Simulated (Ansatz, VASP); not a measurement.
**Si4N: VASP beside Ansatz**

```
Si N
1.0
     4.81613    0.00000    0.00000
    -2.40807    4.17089    0.00000
     0.00000    0.00000    3.44414
Si N
4 1
Direct
  0.37704 0.00000 0.00000
  0.00000 0.37704 0.00000
  0.62296 0.62296 0.00000
  0.00000 0.00000 0.00000
  0.00000 0.00000 0.50000
```

Alike in both runs: task single point; functional PBE; k mesh 6 × 6 × 6; occupations gaussian, width 0.1 eV; no spin polarisation.

|  | VASP | Ansatz |
| --- | --- | --- |
| version | VASP 6.6.1 | Ansatz 0.2.0 |
| potentials or method | VASP PAW PBE potentials, release 64 (Si, N) | scalar-relativistic, plane waves, PAW |
| plane-wave cutoff (eV) | 520 | 420 |
| valence electrons in the cell | 21 | 21 |

Ansatz gave:

| Quantity | Value |
| --- | --- |
| gap on the k mesh at the Fermi level (eV) | none |
| rms of the force components (eV/Å) | 6.343 |

**Question.** Estimate VASP's values.

**Answer.** gap on the k mesh at the Fermi level (eV): none; rms of the force components (eV/Å): 6.302.

Atom by atom the forces differ by 0.041 eV/Å (rms over components). A gap of «none» marks a metal or a gap that the smearing closes.

Caveats: forces of over 1 eV/Å show positions far from the minimum, so gaps and moduli don't describe the material at rest.
